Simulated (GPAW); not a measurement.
TiTe: changing the functional

```cif
data_structure
_symmetry_space_group_name_H-M 'P6_3/mmc'
_symmetry_Int_Tables_number 194
_cell_length_a 3.8420
_cell_length_b 3.8420
_cell_length_c 6.4030
_cell_angle_alpha 90.000
_cell_angle_beta 90.000
_cell_angle_gamma 120.000
_cell_volume 81.85
loop_
_atom_site_label
_atom_site_type_symbol
_atom_site_symmetry_multiplicity
_atom_site_Wyckoff_symbol
_atom_site_fract_x
_atom_site_fract_y
_atom_site_fract_z
_atom_site_occupancy
Te1 Te 2 c 0.66667 0.33333 0.75000 1
Ti1 Ti 2 a 0.00000 0.00000 0.50000 1
```

Kept alike: task band structure; k mesh 7 × 7 × 4; occupations fermi-dirac, width 0.05 eV; no spin polarisation. Program: GPAW, potentials by row: the program's PAW data sets (release 1.2.1) made for this functional (LDA); PAW data sets generated for this functional (PBEsol); GPAW PAW data sets (gpaw-data 1.2.1) (r2SCAN on files made for PBE), cutoff 600 eV. The mesh is that of the run's cell of 4 atoms. No spin-orbit coupling.

```csv
functional,pressure (GPa)
LDA,0.05
PBEsol,2.86
r2SCAN,7.17
```

Pressure is positive in compression; the values hold the error of the finite cutoff, so their zero can differ a little from the energy's minimum. For a metal such a mesh leaves the last digits unconverged.

Task: What does the functional change here?

Result: The pressure runs from 0.05 (LDA) to 7.17 GPa (r2SCAN).

At this fixed cell, LDA is almost free of hydrostatic stress, while PBEsol at 2.86 GPa and r2SCAN at 7.17 GPa both push outwards. Each of these two would therefore lower its energy by expanding the cell, r2SCAN under the stronger drive. The order follows the familiar overbinding of LDA: gradient corrections favour the more inhomogeneous density of stretched bonds and so weaken the cohesion. In NiAs-type TiTe this probably acts on both the covalent Ti d–Te p bonds and the Ti–Ti contacts along the chains of face-sharing octahedra. The further rise with r2SCAN may reflect its different treatment of exchange and correlation, though the potentials may also contribute.

The near-zero LDA pressure shows that the chosen cell lies close to the LDA equilibrium volume, not that LDA describes the bonding best. Because pressure averages over directions, it doesn't reveal whether the expansion would be mainly in the basal plane or along the chains.
